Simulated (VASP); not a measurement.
Input of a VASP 6.6.1 run:

Contents of POSCAR:

```
C                                       
1.0
    0.0000000000      1.7774542777      1.7774542777
    1.7774542777      0.0000000000      1.7774542777
    1.7774542777      1.7774542777      0.0000000000
  C             
     2
Direct
     0.0000000000000000    0.0000000000000000    0.0000000000000000
     0.2500000000000000    0.2500000000000000    0.2500000000000000
```

File INCAR.step1:

```
  ALGO = Normal
  EDIFF = 1E-5
  ENCUT = 520
  GGA = PE
  ISIF = 2
  ISMEAR = 0
  KPAR = 4
  LASPH = True
  LCHARG = False
  LREAL = False
  LWAVE = True
  NBANDS = 11
  NELM = 80
  PREC = Accurate
  SIGMA = 0.03
```

The input INCAR.step2:

```
  AEXX = 0.25
  ALGO = Normal
  EDIFF = 1E-6
  ENCUT = 520
  GGA = PE
  HFRCUT = -1
  ISIF = 2
  ISMEAR = 0
  ISTART = 1
  KPAR = 4
  LASPH = True
  LCHARG = False
  LHFCALC = True
  LREAL = False
  LWAVE = False
  NBANDS = 11
  NELM = 80
  PREC = Accurate
  PRECFOCK = Fast
  SIGMA = 0.03
```

KPOINTS

```
k-points
0
Gamma
  8 8 8
```

Contents of KPOINTS_OPT:

```
explicit points
9
Reciprocal
 0.0000000000  0.0000000000  0.0000000000 1
 0.3750000000  0.3750000000  0.7500000000 1
 0.5000000000  0.5000000000  0.5000000000 1
 0.6250000000  0.2500000000  0.6250000000 1
 0.5000000000  0.2500000000  0.7500000000 1
 0.5000000000  0.0000000000  0.5000000000 1
 0.4000000000  0.0000000000  0.4000000000 1
 0.4250000000  0.0000000000  0.4250000000 1
 0.4500000000  0.0000000000  0.4500000000 1
```

Potentials or basis: VASP PAW PBE potentials, release 64 (C).

Command:

```console
$ cat potpaw_PBE.64/C/POTCAR > POTCAR
$ cp INCAR.step1 INCAR
$ mpirun -np 4 vasp_std > vasp.out
$ cp INCAR.step2 INCAR
$ mpirun -np 4 vasp_std > vasp.out
```

Q: Predict the pressure.

A: -2.9 GPa.

Q: Predict the band gap on the k mesh.

A: 6.05 eV, indirect (least direct gap 7.73 eV).

Q: Predict the band gap along the path.

A: 6.09 eV, indirect (least direct gap 7.73 eV).

Caveat: the PAW data sets were made with another functional, which shifts forces and pressure a little.
